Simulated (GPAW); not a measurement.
Write an ASE script for GPAW 26.7.0 that does the following.

```
Task                : equation of state
Functional          : LDA
Potentials or basis : the program's PAW data sets (release 1.2.1) made for this functional
Cutoff              : 600 eV
Basis               : pw
k mesh              : 9 × 9 × 9
Occupations         : fermi-dirac, width 0.05 eV
Spin                : no spin polarisation
Maxiter             : 150
Eos scales          : [0.94, 0.96, 0.98, 1.0, 1.02, 1.04, 1.06]
```

Crystal: AlPt.

```
Pt Al
1.0
     3.09155    0.00000    0.00000
     0.00000    3.09155    0.00000
     0.00000    0.00000    3.09155
Pt Al
1 1
Direct
  0.50000 0.50000 0.50000
  0.00000 0.00000 0.00000
```

Measurements of this composition are mostly on another form, of space group No. 198.

The input as run:

run.py

```python
from ase import Atoms
from ase.eos import EquationOfState
from ase.io import Trajectory
from ase.units import GPa
from gpaw import GPAW, PW

atoms = Atoms(['Pt', 'Al'],
              cell=[[3.091546, 0.0, 0.0],
                    [0.0, 3.091546, 0.0],
                    [0.0, 0.0, 3.091546]],
              scaled_positions=[[0.5, 0.5, 0.5],
                                [0.0, 0.0, 0.0]],
              pbc=True)

traj = Trajectory('eos.traj', 'w')
volumes, energies = [], []
for x in [0.94, 0.96, 0.98, 1.0, 1.02, 1.04, 1.06]:
    a = atoms.copy()
    a.set_cell(atoms.cell * x**(1 / 3), scale_atoms=True)
    calc = GPAW(mode=PW(600),
                xc='LDA',
                kpts={'size': (9, 9, 9), 'gamma': True},
                occupations={'name': 'fermi-dirac', 'width': 0.05},
                nbands=20,
                convergence={'density': 1e-05, 'energy': 1e-05},
                maxiter=150,
                txt=f'eos-{x:.2f}.txt')
    a.calc = calc
    energies.append(a.get_potential_energy(force_consistent=True))
    volumes.append(a.get_volume())
    p = -a.get_stress()[:3].mean() / GPa
    calc.write(f'eos-{x:.2f}.gpw')
    traj.write(a)
    print(f'{x:.2f} {volumes[-1]:10.4f} A^3 {energies[-1]:14.6f} eV {p:9.3f} GPa', flush=True)

v0, e0, B = EquationOfState(volumes, energies, eos='birchmurnaghan').fit()
print(f'V0 = {v0:.4f} A^3, E0 = {e0:.6f} eV, B0 = {B / GPa:.2f} GPa')
```

Potentials or basis: the program's PAW data sets (release 1.2.1) made for this functional, pw.

Command:

```bash
$ OMP_NUM_THREADS=1 python run.py
```

It gave:

```yaml
Equilibrium_volume: 14.06 Å³/atom
Bulk_modulus: 212 GPa
Pressure_derivative_of_the_bulk_modulus: 4.8
```

Run time: 76 s on 1 thread of Arm Neoverse V2, on a shared host, peak memory 0.2 GiB.
